Q: How hard must I pull on a silicon crystal to make it one per cent longer?

A: Along the direction treated here, with the sides free, it takes about 1.6 GPa, and the energy stored is about 1 meV an atom. Both figures are worth keeping in mind, because they scale simply as long as the strain is small: the stress grows with the strain and the energy with its square. They come from the density functional energies at 2 % compression and 2 % stretch in this table.

Diamond-type silicon in a four-atom cell, strained along a, with b, c and the atoms relaxed and the cell angles held at 90°; changes are relative to the unstrained crystal. Computed with Ansatz 0.2.0 using density functional theory (PBEsol), scalar-relativistic plane-wave PAW, no spin polarisation, a 420 eV cutoff, a 10×10×8 k mesh and Gaussian smearing of 0.02 eV.

```
strain (%)  energy change (meV/atom)  volume change (%)  b change (%)  c change (%)
        -6                      38.5              -3.55          0.51          2.09
        -4                      16.8              -2.34          0.30          1.43
        -2                       4.1              -1.15          0.15          0.71
         2                       3.8               1.08         -0.13         -0.77
         4                      14.7               2.12         -0.25         -1.56
         6                      31.8               2.96         -0.45         -2.43
```

The length a lies along the cubic direction [110]. The two sides are b, along [-110], and c, along [001]. Each row fixes a and lets b, c and the atoms find their best places.

Q: The sides shrink when a is stretched and swell when it is squeezed. Surely the crystal is just keeping its volume, as rubber does?

A: Look at the volume change. If the volume were kept, that column would hold zeros, but a stretch of 2 % raises the volume by 1.08 %. In every row roughly half of the strain, or a little more, survives as a change of volume. The sideways response is real, yet at small strain it makes up for less than half of the change in a. Constant volume therefore fails as an explanation, although we shall meet the special case in which it would hold.

Q: Then I'll give up constant volume but keep the rest. Silicon is cubic, so it should behave alike in all directions, and both sides should shrink by the same amount.

A: Give that idea its best chance and choose the common shrinkage so that the volume comes out right at small strain. Each side must then shrink by 0.22 % for each per cent of stretch. The calculation gives 0.37 % for c and 0.07 % for b, so the idea misses both sides badly. No other choice of the common value can rescue it, because in every row b changes by less than a quarter as much as c.

The slip is in the step from cubic to alike in all directions. Cubic symmetry makes [110] and [-110] equivalent to each other, but neither is equivalent to [001]. When you pull along a, the sides b and c are different directions in the crystal, and nothing obliges them to respond equally.

Q: Symmetry allows a difference, but why such a large one, and why is it c that gives way?

A: Follow the bonds. Every atom has four neighbours, two above it and two below. One of these pairs of bonds belongs to a zigzag chain that runs along a, and the other pair to a zigzag chain that runs along b. If the upper pair belongs to the a chain at one atom, the lower pair does so at each of its neighbours. Both kinds of chain stand upright, so the height of every zigzag is measured along c.

Now stretch a. The chains along a are pulled flatter, much like a folding lattice gate, because tilting a bond is easier than lengthening it. Their height drops, and c shrinks with it. The side b doesn't lie in the plane of these chains, so their flattening leaves it untouched at first.

Q: But b does shrink a little. What reaches it?

A: The angles between the two sets of bonds. When the bonds of the a chains flatten, they close the angles that they make with the bonds of the b chains. The b chains can relieve this by standing up more steeply. A steeper bond of nearly the same length covers less ground along b, so b shrinks. This is a second-hand effect, and it stays small: the angle within each b chain resists the steepening, and its bonds lengthen a little instead of pulling b in fully.

Q: Can that picture be turned into numbers?

A: Yes, with springs for bonds and for angles, which is known as the Keating model. Let e_a, e_b and e_c be the relative changes of the three lengths, and p and q the relative changes in height of the chains along a and along b. Since c is a stack of both kinds of chain in equal number,

e_c = (p + q)/2

In the ideal crystal the squared length of a bond is two parts run along the chain and one part height. A bond in an a chain therefore lengthens in proportion to 2e_a + p, and one in a b chain in proportion to 2e_b + q. Angles are measured by the scalar product of the two bonds. At each atom there is one angle within each chain and there are four between the chains, and adding up their squares gives

energy ∝ (2e_a + p)² + (2e_b + q)² + r [(p − 2e_a)² + (q − 2e_b)² + (p + q)²]

Here r is the stiffness of the angles divided by that of the bonds.

Q: And the free sides settle where this energy is lowest?

A: They do, with e_a held fixed. Setting the slopes with respect to e_b and q to zero gives two conditions:

2e_b + q = −r e_c
q − 2e_b = −e_c

Subtract the second from the first, and the answer for b drops out:

e_b = (1 − r) e_c / 4

The slope with respect to p then ties c to the strain:

e_c = −4(1 − r) e_a / (5 + 10r + r²)

The first result is the more telling one. In this model, as long as angles are softer than bonds, b must move the same way as c and by less than a quarter as much, whatever the exact value of r. All six rows obey this, though at 6 % compression the ratio comes close to the limit.

Q: Let me try it on the row at 4 % stretch. What do I use for r?

A: Take it from c alone, in the two rows at 2 % compression and 2 % stretch. Their average response of 0.37 % for each per cent requires r ≈ 0.28, so angles are a good deal softer than bonds in this description. Your row had no part in that choice, and no value of b was used anywhere.

Q: For c I get 4 × 0.72 / (5 + 2.8 + 0.08) ≈ 0.37 for each per cent, so a stretch of 4 % should shorten c by about 1.5 %. For b I multiply 0.37 by 0.72/4 and get 0.067, hence a shortening of about 0.27 %.

A: The table has 1.56 % and 0.25 %, so you are within a tenth of the calculated change on both sides. At 2 % the model does better still for b: averaged over compression and stretch, the calculation gives 0.070 for each per cent against your 0.067. That difference is hardly larger than the last printed digit allows. One constant, set on one side of the crystal, has predicted the other. Don't take that closeness for a general law. It depends on measuring angles by the scalar product, which also changes when bonds change length, and springs on the angle alone are expected to give a clearly larger shrinkage of b. Keating's form ties the three cubic elastic constants together by 2C44(C11 + C12) = (C11 − C12)(C11 + 3C12), and silicon nearly obeys this. The response of b is a small difference of two larger terms, so in a crystal that obeys the relation less well the prediction for b is expected to be much poorer.

Q: So the bonds really do tilt as you described?

A: The numbers show the consequence, which is a strong response of c and a weak one of b in the proportion that this form of the springs requires. The tilting itself is argued from the geometry of the diamond structure. Any other set of forces with the same elastic constants would give the same lengths at small strain, so treat r as an effective stiffness ratio and not as a measured property of one bond. What the comparison does settle is that equal sides and constant volume are both wrong here.

Q: You said constant volume would hold in a special case.

A: Let r go to zero, so that bonds are rigid and angles cost almost nothing. The formulas then give a shrinkage of 0.8 % for c and 0.2 % for b, which together cancel the stretch of 1 %. Your first idea is thus the limit of a network that only tilts. In silicon the angles resist, the tilting stops short, and part of the strain has to be taken up by longer bonds. That is where the extra volume comes from.

Q: I work on transistors. Does it matter there which side gives way?

A: It does if the channel runs along [110] on a (001) wafer. Then a is the length of the channel, b its width and c its thickness. If the top and the sides are free, a channel stretched by 1 % becomes thinner by about 0.37 %, while its width hardly changes. A neighbouring structure that holds the width fixed therefore has little to do.

You can estimate its effect. Blocking the width calls up a sideways stress of about 7 % of the main one. Since a and b are equivalent directions, that stress acts back on a with the same factor, and 0.07 × 0.07 is about 0.5 %. The channel becomes stiffer by only that much, whereas the picture with equal sides would have told you 5 %.

Q: Can I use these rules up to 6 %?

A: For rough work, but the model treats squeezing and stretching as mirror images, and the crystal doesn't. A compression of 6 % costs 1.2 times the energy of an equal stretch. The likely reason, which these runs don't test separately, is that the repulsion between atoms rises steeply as they approach, while the attraction weakens as they part; springs that obey Hooke's law leave this out. The sides are not symmetric either: c responds more to stretching and b more to compression. For c much of this is expected from geometry alone, which our small-strain formulas cut off at first order.

The largest relative miss is b at 6 % compression, where the springs give 0.40 % and the calculation 0.51 %. In both rows at 6 % the filled and empty bands overlap in the calculation, and b responds more strongly than at smaller strain. A link between the two is only a guess, since the lengths were not checked with a finer sampling of the bands; and at 4 % compression the gap has already all but closed (0.003 eV) while b responds no more strongly for each per cent than at 2 % compression. Nor should you conclude that a real channel would turn metallic at such a strain, because this kind of functional makes the gap of silicon much too small.

Q: Suppose I pull along c instead. Can I guess what the sides do?

A: Ask which chains are being pulled. A pull along c makes both sets of chains taller, and it treats them alike, so a and b must shrink by the same amount. If you pull along b, the two sets merely exchange roles: c gives way again, and a hardly moves.
